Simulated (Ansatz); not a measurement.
# Si (Silicon): the cost of one run

Computed with Ansatz 0.2.0 through its Python package. Level of theory: DFT PBE, plane waves, PAW.

### 1 The system

The structure is hexagonal, space group P6/mmm (No. 191). Conventional cell: a = 2.527 Å, b = 2.527 Å, c = 2.373 Å, α = 90.00°, β = 90.00°, γ = 120.00°. Si (site symmetry 6/mmm) is surrounded by 8 Si at 2.37 to 2.53 Å.

Input file si.extxyz:

```xyz
1
Lattice="2.527 0.0 0.0 -1.2635 2.1884462 0.0 0.0 0.0 2.373" Properties=species:S:1:pos:R:3 pbc="T T T"
Si    0.00000000    0.00000000    0.00000000
```

### 2 The script

ecut.py

```python
'''Cutoff test for Si.'''

import warnings

import ansatz as az


def main() -> None:
    warnings.simplefilter('ignore', az.DeckWarning)

    structure = az.Crystal.from_extxyz('si.extxyz')

    base = structure.calculation().functional('pbe').kpoints(spacing=0.22).occupations('Fermi-Dirac')

    rows = []
    for value in [250, 350, 450, 550, 650]:
        data = base.basis(value).run(threads=1, backend='cpu').report
        rows.append((value, data['free_energy_ev'] / len(data['lattice']['sites']), data['n_iterations'], data['n_pw']))

    print(' cutoff (eV)   F/atom (eV)    iterations   plane waves')
    for row in rows:
        print(f'{str(row[0]):>12s}  {row[1]:12.5f}  {row[2]:12d}  {row[3]:12d}')

    # the last row is the reference
    for row in rows[:-1]:
        shift = 1000 * (row[1] - rows[-1][1])
        print(f'{row[0]}: {shift:+.2f} meV/atom' + ('  (within 1 meV)' if abs(shift) < 1 else ''))


if __name__ == '__main__':
    main()
```

### 3 The calls as engine input

The engine receives this input (first run):

```yaml
crystal:
  lattice:
    - [2.527, 0.0, 0.0]
    - [-1.2635, 2.1884462, 0.0]
    - [0.0, 0.0, 2.373]
  atoms:
    - { symbol: Si, position: [0.0, 0.0, 0.0] }
basis:
  ecutwfc: 250.0
kpoints:
  mp_grid:
    kspacing: 0.22
hamiltonian:
  xc: pbe
scf:
  occupations:
    method: fermi_dirac
```

### 4 The run

The run is started by

```console
> python ecut.py
```

**Question.** How long does this script take on 1 thread of Arm Neoverse V1, shared host, and how much memory does it need?

About 5.5 s, with a peak of 0.34 GiB.
